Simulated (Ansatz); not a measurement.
Sn:

```
Sn
1.0
     0.00000    3.23334    3.23334
     3.23334    0.00000    3.23334
     3.23334    3.23334    0.00000
Sn
2
Direct
  0.75000 0.75000 0.75000
  0.50000 0.50000 0.50000
```

This isn't the form of Sn at room conditions, which is tetragonal (white tin).

- Program: Ansatz 0.2.0
- Task: relaxation of cell and atoms
- Functional: PBEsol
- Potentials or basis: all-electron LAPW, scalar-relativistic
- Basis error allowed: 0.001 eV/atom
- k mesh: 7 × 7 × 7
- Occupations: fermi-dirac, width 0.05 eV
- Spin: no spin polarisation

At the start: volume 33.80 Å³/atom.

Question: How do energy, volume and symmetry change on relaxing?

Answer: Over 5 steps the energy falls by 5.5 meV/atom and the volume is 34.99 Å³/atom (+3.5 %); space group Fd-3m (No. 227, to 0.05 Å).

Step by step:
| step | energy change (eV) | largest force (eV/Å) | volume (Å³) |
| --- | --- | --- | --- |
| 1 | 0.0000 | 0.0000 | 67.61 |
| 2 | -0.0075 | 0.0000 | 71.38 |
| 3 | -0.0110 | 0.0000 | 70.07 |
| 4 | -0.0110 | 0.0000 | 69.98 |
| 5 | -0.0110 | 0.0000 | 69.98 |

Final structure:
```cif
data_structure
_symmetry_space_group_name_H-M 'P 1'
_symmetry_Int_Tables_number 1
_cell_length_a 4.6255
_cell_length_b 4.6255
_cell_length_c 4.6255
_cell_angle_alpha 60.000
_cell_angle_beta 60.000
_cell_angle_gamma 60.000
_cell_volume 69.98
loop_
_atom_site_label
_atom_site_type_symbol
_atom_site_fract_x
_atom_site_fract_y
_atom_site_fract_z
_atom_site_occupancy
Sn1 Sn 0.75000 0.75000 0.75000 1
Sn2 Sn 0.50000 0.50000 0.50000 1
```
